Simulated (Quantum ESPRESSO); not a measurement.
MnO:

```xyz
4
Lattice="3.5827 0.0000 0.0000 0.0000 3.5827 0.0000 0.0000 0.0000 4.4605" Properties=species:S:1:pos:R:3 pbc="T T T"
Mn    0.0000    1.7914    0.0000
Mn    1.7914    0.0000    2.2302
O     0.0000    0.0000    1.1151
O     0.0000    0.0000    3.3454
```

Measurements of this composition are mostly on another form, of space group No. 225.

Base run:

```yaml
Program: Quantum ESPRESSO 7.5
Functional: LDA
Potentials_or_basis: PseudoDojo 0.4 SR PBEsol stringent
Cutoff: 1769 eV
Density_cutoff: 7075 eV
k_mesh: 5 × 5 × 4
Occupations: gaussian, width 0.05 eV
Spin: collinear spin, antiferromagnetic start
Starting_moments: "[5.0, -5.0, 0.0, 0.0] μB"
Hubbard_terms: Mn d U = 3 eV
```

Its results: band gap on the k mesh none (metal or under the smearing width); pressure -9.6 GPa; net moment 0.00 μB per cell; site moments Mn +3.85, -3.85; O +0.00 μB.

Q: The run is repeated on the same cell with these changes: functional from LDA to PW91. What comes out?

A: Band gap on the k mesh none (metal or under the smearing width); pressure -0.5 GPa; net moment 0.00 μB per cell; site moments Mn +3.93, -3.93; O -0.00 μB.

PW91 binds less tightly than LDA, so the same cell stands under more pressure.

Caveats: the potentials were made for another functional, which shifts forces and pressure.
